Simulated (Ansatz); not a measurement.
# Zr (P-1) in Ansatz: settings compared

One crystal, Zr, is run at these levels: PBE, PBEsol, RPBE; tasks: band structure.

All numbers are computed with Ansatz 0.2.0; they aren't measurements. Logs are shortened: lines on timing, memory, paths and dates and some standing lists are left out, and cuts for length are marked.

## (1) The cell of the first run

The typed cell holds 2 atoms: a = 3.232 Å, b = 3.232 Å, c = 5.147 Å, α = 90.00°, β = 90.00°, γ = 120.00°.

## (2) Band structure, PBE (atom 2 moved 0.06 Å)

input.yaml

```yaml
crystal:
  lattice:
    - [3.23199822, 0.0, 0.0]
    - [-1.61599911, 2.79899257, 0.0]
    - [0.0, 0.0, 5.147]
  atoms:
    - { symbol: Zr, position: [0.33465424, 0.67413001, 0.25389985] }
    - { symbol: Zr, position: [0.66534576, 0.32586999, 0.74610015] }
hamiltonian:
  xc: pbe
  pseudopotentials: { kind: paw }
kpoints:
  mp_grid: { grid: [9, 9, 5] }
  band_path:
    path:
      - [[0.0, 0.0, 0.0], [0.5, 0.0, 0.0], [0.3333333333, 0.3333333333, 0.0], [0.0, 0.0, 0.0], [0.0, 0.0, 0.5], [0.5, 0.0, 0.5], [0.3333333333, 0.3333333333, 0.5], [0.0, 0.0, 0.5]]
      - [[0.5, 0.0, 0.5], [0.5, 0.0, 0.0]]
      - [[0.3333333333, 0.3333333333, 0.0], [0.3333333333, 0.3333333333, 0.5]]
    npoints: 14
scf:
  occupations: { method: fermi_dirac, width: 0.05 }
  n_extra_bands: 6
output:
  forces: true
  stress: true
  eigenvalues: true
  fatbands: false
```

Potentials or basis: Ansatz PAW.

Launch:

```bash
ansatz run input.yaml --threads 2 --pin off --max-ram 5632MiB --backend cpu --events-out ev --progress --plain --runs-dir out
```

Standard output:

```text
Warning: RAYON_NUM_THREADS=2 ignored (pool sized by the plan → 2); use --threads N
scf.n_extra_bands = 6 over 12 filled bands (N_el = 24.0): the run solves 18 bands
Engine: ansatz 0.2.0, aarch64-unknown-linux-gnu
Pseudopotentials: kind: paw
Pseudopotential: Zr, paw, valence charge 12, recommended cutoff 420 eV (normal), Zr.paw.azcp
Functional definition: PBE
  parameter kappa = 0.804
  parameter beta = 0.06672455060314922
  exchange = pbe_x(kappa = kappa, mu = beta*pi^2/3)
  correlation = pbe_c(beta = beta)
Crystal: 2 atoms, lattice volume = 46.562 Å³
Basis set: ecut = 420 eV, 929 PW (Γ), exchange–correlation on 48×48×72 points (8 copies of the dense FFT grid, shifted against one another)
Bands: 18, of which v1, the nominal top of the filled ones, is band 12 counted from 1 (11 counted from 0)
Symmetry: 2 space group operations
Space group: P-1 (ITA 2), of the structure as read, at distance tolerance 3.6e-5 Å
k-points: 203 of 405
Non-local potential: Zr, projectors of the file, l = 0: 3, l = 1: 2, l = 2: 2, l = 3: 2
PAW form: soft (Blöchl's): semilocal exchange-correlation on the pseudo side does not see the compensation charge
PAW one-centre angular grid: Zr, 590 points (default); XC on 64 Gauss nodes
Initial density: superposition of atomic densities (neutral atoms: chi_scale 0, normalization atom), corrected by the library's trained network
Initial wavefunctions: pseudopotential atomic-orbital guess
Functional: x = pbe(κ = 0.804, μ = 0.2195149727645171), c = pbe(β = 0.06672455060314922)
SCF iter   1: F=—  HF=-8367.680461 eV  |F-HF|=—  |Δ(HF+E_count)|=         —  Δρ=3.17e-3  dr2=2.26e-3  ethr=1.77e-3  ⟨swp⟩=5.0  Hψ=15291  notcnv=0
preconditioner: auto → Kerker (q_TF=auto, 2.443 Å⁻¹)  [metal: Δε(μ)=0.009 eV  Ē_g=4.030 eV  σ=0.050 eV  W_gap=0.04  n_scr=10 (ndim 8)  ℏωp=15.4 eV  f_vac=0.000  D(μ)=1.88/eV (n_scr^D=22)]
SCF iter   2: F=—  HF=-8367.679712 eV  |F-HF|=—  |Δ(HF+E_count)|=   7.50e-4  Δρ=1.90e-3  dr2=8.61e-4  ethr=9.43e-6  ⟨swp⟩=2.8  Hψ=7332  notcnv=0
SCF iter   3: F=—  HF=-8367.680019 eV  |F-HF|=—  |Δ(HF+E_count)|=   3.07e-4  Δρ=2.87e-4  dr2=2.91e-5  ethr=3.59e-6  ⟨swp⟩=2.3  Hψ=5214  notcnv=0
SCF iter   4: F=—  HF=-8367.680011 eV  |F-HF|=—  |Δ(HF+E_count)|=   7.89e-6  Δρ=1.00e-4  dr2=3.95e-6  ethr=1.21e-7  ⟨swp⟩=2.6  Hψ=5794  notcnv=0
iter 5 did not close the SCF: its close was put off for the readings that it lacked (scf_convergence_deferred on its scf_iter line)
SCF iter   5: F=-8367.680011 eV  HF=-8367.680011 eV  |F-HF|=1.31e-8  |Δ(HF+E_count)|=   3.06e-7  Δρ=1.34e-5  dr2=4.99e-8  ethr=1.65e-8  ⟨swp⟩=3.0  Hψ=6177  notcnv=0
SCF iter   6: F=-8367.680011 eV  HF=-8367.680011 eV  |F-HF|=1.04e-9  |Δ(HF+E_count)|=   1.93e-8  Δρ=2.90e-6  dr2=2.91e-9  ethr=2.08e-10  ⟨swp⟩=2.1  Hψ=11035  notcnv=0
SCF 1 converged in 6 iterations: F = -8367.680011 eV  dr2 = 2.91e-9
NSCF: frozen V_eff on 129 k-points
SCF converged after 6 iterations
Free energy (F): -8367.680011 eV
Harris-Foulkes:  -8367.680011 eV  (|F-HF|=1.04e-9)
Internal energy: -8367.664412 eV  (E = F + TS)
E sigma→0 (E₀):  -8367.672211 eV
Entropy (-TS):   -0.015599 eV (-7.799 meV/atom)
Fermi energy:    14.016443 eV
--- Per-component energies (eV) ---
  E_band       = -193.734099
  E_kinetic    = 665.267495
  E_local      = -1254.583010  (includes V_loc(G=0)·N_el)
  E_nonlocal   = 161.041673
  E_hartree    = 388.504845
  E_xc         = -322.936900
  E_vxc        = -381.343454  (∫ρ·V_xc dr)
  E_paw        = -5908.245575  (= ΣΔE_a)
  E_vpaw       = -161.125323  (= ΣTr[D̂ρ^β])
  E_aug_tail   = 0.000049  (compensation charges beyond the density's cutoff)
  E_ewald      = -2096.712989
  E_smearing   = -0.015599  (= −TS)
  E_closure    = 0.000000  (closes the sum)
  Σ components = -8367.680011   (vs F -8367.680011, Δ=0.00e0)
--- Forces (eV/Å), atoms counted from 1 ---
  atom   1  Zr     0.01431823    -0.03695542    -0.16149194
  atom   2  Zr    -0.01431823     0.03695542     0.16149194
  max |Σ_I F_I| component: 0.00e0 eV/Å
--- Stress (GPa, compression-positive) ---
       -0.100090       0.105714      -0.004583
        0.105714       0.522787       0.012521
       -0.004583       0.012521       1.185584
  P = ⅓ Tr σ = 0.5361 GPa (5.361 kbar)
--- Band table (eV; the first three rows and the last of 203) ---
  k-point 0: bands = ["-34.8198", "-34.6635", "-13.3522", "-12.4885", "-12.4720", "-12.3432", "-12.3405", "-12.3323", "8.3590", "10.9751", "14.8407", "14.8883", "14.9554", "15.2335", "15.5143", "15.5925", "16.0600", "16.2476"]
  k-point 1: bands = ["-34.8054", "-34.6785", "-13.2620", "-12.4749", "-12.4604", "-12.4417", "-12.3553", "-12.3471", "8.6883", "10.9352", "14.5607", "14.7157", "14.7435", "14.8357", "15.2859", "15.3670", "16.5189", "16.7047"]
  k-point 2: bands = ["-34.7681", "-34.7165", "-13.0230", "-12.7022", "-12.4365", "-12.4291", "-12.3865", "-12.3849", "9.5535", "10.5130", "13.9568", "14.3149", "14.6770", "14.6927", "14.8916", "14.9506", "17.4409", "17.5866"]
  k-point 202: bands = ["-34.6928", "-34.6365", "-13.1525", "-13.0241", "-12.8207", "-12.6939", "-12.5280", "-12.4851", "11.1937", "11.9330", "12.4562", "13.2870", "14.4651", "14.9453", "15.2497", "17.5704", "18.1938", "18.6474"]
```

Run time: 4.5 s. Hardware: 2 threads of Arm Neoverse V2, shared host; peak memory 0.41 GiB.

What came out:

| Item | Value |
| --- | --- |
| Free energy | -8367.6800 eV |
| Pressure | 0.5 GPa |
| Largest force | 0.166 eV/Å |
| Band gap on the k mesh | none (metal or under the smearing width) |

Forces on the atoms (eV/Å):
```
Zr   0.014 -0.037 -0.161
Zr  -0.014  0.037  0.161
```

Stress tensor (GPa, compression positive):
```
-0.10  0.11  0.00
 0.11  0.52  0.01
 0.00  0.01  1.19
```

Levels at the corners of the path, in eV from the Fermi level:
```
point  band 9  band 10  band 11  band 12  band 13  band 14  band 15  band 16
    Γ   -5.66    -3.04     0.82     0.87     0.94     1.22     1.50     1.58
    M   -2.58    -2.52    -2.16    -0.22     0.52     0.80     1.46     4.88
    K   -2.11    -1.37    -1.37    -1.14     0.20     0.31     1.79     4.25
    Γ   -5.66    -3.04     0.82     0.87     0.94     1.22     1.50     1.58
    A   -3.96    -3.94    -0.11     0.18     0.73     0.74     0.76     0.78
    L   -2.89    -2.85    -1.14    -1.00     1.60     1.63     2.10     2.31
    H   -1.45    -1.45    -1.35    -1.22    -0.04    -0.04     1.92     2.14
    A   -3.96    -3.94    -0.11     0.18     0.73     0.74     0.76     0.78
    L   -2.89    -2.85    -1.14    -1.00     1.60     1.63     2.10     2.31
    M   -2.58    -2.52    -2.16    -0.22     0.52     0.80     1.46     4.88
    K   -2.11    -1.37    -1.37    -1.14     0.20     0.31     1.79     4.25
    H   -1.45    -1.45    -1.35    -1.22    -0.04    -0.04     1.92     2.14
```

## (3) Band structure, PBEsol (atom 2 moved 0.06 Å)

Edit input.yaml of step 2 so:

```diff
@@ -9,3 +9,3 @@
 hamiltonian:
-  xc: pbe
+  xc: pbesol
   pseudopotentials: { kind: paw }
@@ -26,2 +26,2 @@
   eigenvalues: true
-  fatbands: false
+  fatbands: true
```

Potentials or basis: Ansatz PAW.

Launch:

```bash
ansatz run input.yaml --threads 2 --pin off --max-ram 5632MiB --backend cpu --events-out ev --progress --plain --runs-dir out
```

Wall time 5.1 s (2 threads of Arm Neoverse V2, shared host); peak memory 0.41 GiB.

It converged, with:

* Free energy: -8257.2630 eV
* Pressure: -3.2 GPa
* Largest force: 0.151 eV/Å
* Band gap on the k mesh: none (metal or under the smearing width)

Forces on the atoms (eV/Å):
```
Zr   0.013 -0.033 -0.147
Zr  -0.013  0.033  0.147
```

Stress tensor (GPa, compression positive):
```
-3.83  0.10  0.00
 0.10 -3.24  0.01
 0.00  0.01 -2.59
```

Levels at the corners of the path, in eV from the Fermi level:
```csv
point,band 8,band 9,band 10,band 11,band 12,band 13,band 14,band 15,band 16,band 17
Γ,-26.27,-5.68,-3.05,0.82,0.87,0.94,1.23,1.50,1.57,2.04
M,-26.38,-2.58,-2.53,-2.16,-0.21,0.51,0.79,1.46,4.90,5.27
K,-26.66,-2.11,-1.37,-1.36,-1.14,0.20,0.30,1.79,4.27,4.35
Γ,-26.27,-5.68,-3.05,0.82,0.87,0.94,1.23,1.50,1.57,2.04
A,-26.34,-3.98,-3.95,-0.11,0.19,0.72,0.74,0.76,0.78,3.83
L,-26.49,-2.90,-2.86,-1.14,-1.00,1.61,1.63,2.09,2.31,5.11
H,-26.44,-1.47,-1.46,-1.35,-1.22,-0.03,-0.03,1.92,2.13,4.39
A,-26.34,-3.98,-3.95,-0.11,0.19,0.72,0.74,0.76,0.78,3.83
L,-26.49,-2.90,-2.86,-1.14,-1.00,1.61,1.63,2.09,2.31,5.11
M,-26.38,-2.58,-2.53,-2.16,-0.21,0.51,0.79,1.46,4.90,5.27
K,-26.66,-2.11,-1.37,-1.36,-1.14,0.20,0.30,1.79,4.27,4.35
H,-26.44,-1.47,-1.46,-1.35,-1.22,-0.03,-0.03,1.92,2.13,4.39
```

Caveat: the PAW data sets come from PBE, with cores solved anew for the run's functional, which leaves a small shift of forces and pressure.

## (4) Band structure, RPBE (atom 2 moved 0.06 Å)

Edit input.yaml of step 3 so:

```diff
@@ -9,3 +9,3 @@
 hamiltonian:
-  xc: pbesol
+  xc: rpbe
   pseudopotentials: { kind: paw }
```

Launch:

```bash
ansatz run input.yaml --threads 2 --pin off --max-ram 5632MiB --backend cpu --events-out ev --progress --plain --runs-dir out
```

Run time: 5.1 s. Hardware: 2 threads of Arm Neoverse V2, shared host; peak memory 0.41 GiB.

It converged, with:

- Free energy: -8381.3325 eV
- Pressure: 2.8 GPa
- Largest force: 0.173 eV/Å
- Band gap on the k mesh: none (metal or under the smearing width)

Forces in eV/Å, atoms in the order of the input:
```
Zr   0.015 -0.040 -0.167
Zr  -0.015  0.040  0.167
```

Stress tensor (GPa, compression positive):
```
 2.13  0.11 -0.01
 0.11  2.77  0.01
-0.01  0.01  3.41
```

Levels at the corners of the path, in eV from the Fermi level:
```tsv
point	band 8	band 9	band 10	band 11	band 12	band 13	band 14	band 15	band 16	band 17
Γ	-26.38	-5.65	-3.04	0.83	0.88	0.94	1.20	1.50	1.58	2.05
M	-26.49	-2.58	-2.52	-2.16	-0.23	0.53	0.80	1.46	4.88	5.24
K	-26.76	-2.11	-1.38	-1.37	-1.15	0.21	0.31	1.80	4.25	4.33
Γ	-26.38	-5.65	-3.04	0.83	0.88	0.94	1.20	1.50	1.58	2.05
A	-26.45	-3.96	-3.93	-0.12	0.18	0.73	0.75	0.77	0.79	3.83
L	-26.60	-2.88	-2.85	-1.13	-1.00	1.59	1.61	2.10	2.32	5.09
H	-26.55	-1.44	-1.44	-1.35	-1.23	-0.06	-0.05	1.93	2.15	4.37
A	-26.45	-3.96	-3.93	-0.12	0.18	0.73	0.75	0.77	0.79	3.83
L	-26.60	-2.88	-2.85	-1.13	-1.00	1.59	1.61	2.10	2.32	5.09
M	-26.49	-2.58	-2.52	-2.16	-0.23	0.53	0.80	1.46	4.88	5.24
K	-26.76	-2.11	-1.38	-1.37	-1.15	0.21	0.31	1.80	4.25	4.33
H	-26.55	-1.44	-1.44	-1.35	-1.23	-0.06	-0.05	1.93	2.15	4.37
```

Caveat: the PAW data sets come from PBE, with cores solved anew for the run's functional, which leaves a small shift of forces and pressure.

## (5) The runs side by side

```tsv
level	gap on the mesh (eV)	pressure (GPa)	largest force (eV/Å)
PBE	none	0.5	0.17
PBEsol	none	-3.2	0.15
RPBE	none	2.8	0.17
```

Alike in all rows: task band structure; potentials or basis Ansatz PAW; no spin polarisation; cell atom 2 moved 0.06 Å; k mesh 9 × 9 × 5; cutoff (eV) 420; smearing fermi-dirac 0.05 eV.

Caveats: the PAW data sets come from PBE, with cores solved anew for the run's functional, which leaves a small shift of forces and pressure (some runs).

Absolute energies hang on the potentials; compare differences alone.
